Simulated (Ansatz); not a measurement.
**ZnS: energy along a strain**

ZnS, P6_3mc, a = 3.847 Å, c = 12.590 Å. The compound has several low-lying forms, and this is one of them. Ansatz: PBE, PAW, 420 eV, Γ-centred 12×12×2 mesh on 8 atoms, Gaussian smearing 0.05 eV; no spin polarisation. Cell vectors (Å): 3.847 0.000 0.000; -1.923 3.331 0.000; 0.000 0.000 12.590. The cell is strained by x per cent times the pattern (1 0 0 0 0 0) in the order xx yy zz yz xz xy (engineering shears), with fractional coordinates held. y is the free energy over the start, V0 = 20.168 Å³/atom.

| x (%) | y (meV/atom) |
| --- | --- |
| -4.00 | ? |
| -3.00 | 8.74 |
| -2.00 | 3.80 |
| -1.00 | 0.94 |
| 0.00 | 0.00 |
| 1.00 | 0.83 |
| 2.00 | 3.30 |
| 3.00 | 7.26 |
| 3.50 | 9.77 |
| 4.00 | 12.60 |

Task: Fit y = c1 x + c2 x² + c3 x³ to the other rows, get the stiffness along the pattern, and predict the missing energy.

Result: Least squares on the rows shown. y = −0.034260 x + 0.88902 x² − 0.023323 x³. The clamped-ion stiffness p·C·p = 2 × 8.890 eV × 160.2 / 20.168 Å³ = 141 GPa, which is C11 in these axes; c1 is there for the stress left in the start, which by itself gives a slope of -0.03 meV/atom per %. At x = -4.00 the fit asked for gives 15.85 meV/atom. The run gave 15.94 meV/atom, so the fit is 0.09 meV/atom too low, a small miss on the scale of the series.